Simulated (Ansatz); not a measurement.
Wanted: the native input for an Ansatz 0.2.0 run.

```
Task                : relaxation of cell and atoms
Functional          : revPBE
Dispersion          : D4
Potentials or basis : Ansatz PAW
Cutoff              : 420 eV (not typed: the program's choice for these potentials)
k mesh              : 9 × 9 × 5
Occupations         : fermi-dirac, width 0.05 eV
Spin                : no spin polarisation
```

PtS2:

```
Pt S
1.0
     3.54320    0.00000    0.00000
    -1.77160    3.06850    0.00000
     0.00000    0.00000    5.03880
Pt S
1 2
Direct
  0.00000 0.00000 0.00000
  0.66667 0.33333 0.77300
  0.33333 0.66667 0.22700
```

These files were run (other wordings do the same):

input.yaml

```yaml
crystal:
  lattice:
    - [3.5432, 0.0, 0.0]
    - [-1.7716, 3.0685012107, 0.0]
    - [0.0, 0.0, 5.0388]
  atoms:
    - { symbol: Pt, position: [0.0, 0.0, 0.0] }
    - { symbol: S, position: [0.6666666667, 0.3333333333, 0.773] }
    - { symbol: S, position: [0.3333333333, 0.6666666667, 0.227] }
hamiltonian:
  xc: revpbe
  pseudopotentials: { kind: paw }
  dispersion: d4
kpoints:
  mp_grid: { grid: [9, 9, 5] }
scf:
  occupations: { method: fermi_dirac, width: 0.05 }
output:
  forces: true
  stress: true
  eigenvalues: true
relax:
  f_tol: 0.01
  max_steps: 40
  cell: { stress_tol: 0.05 }
```

Potentials or basis: Ansatz PAW.

Command:

```sh
$ ansatz run input.yaml --threads 2 --pin off --max-ram 5632MiB --backend cpu --events-out ev --progress --plain --runs-dir out
```

Results of the run:

```yaml
Relaxed_volume: 16.55 Å³/atom
Relaxed_cell: a = 3.574 Å, b = 3.574 Å, c = 4.488 Å, α = 90.00°, β = 90.00°, γ = 120.00°
Space_group_after_relaxing_to_0.05_Å: P-3m1 (No. 164)
Energy_gained_by_relaxing: 70.7 meV/atom
Ionic_steps: 7
Pressure_after_relaxing: 0.0 GPa
Band_gap_on_the_k_mesh: none (metal or under the smearing width)
```

Caveat: the plane-wave basis is chosen anew once the cell has moved, so the energies of steps on either side of that aren't comparable; pairwise dispersion overbinds metals, which lowers pressure and volume; the PAW data sets come from PBE, with cores solved anew for the run's functional, which leaves a small shift of forces and pressure.

Wall time 13 s on 2 threads of Arm Neoverse V1 (shared host), peak memory 0.36 GiB.
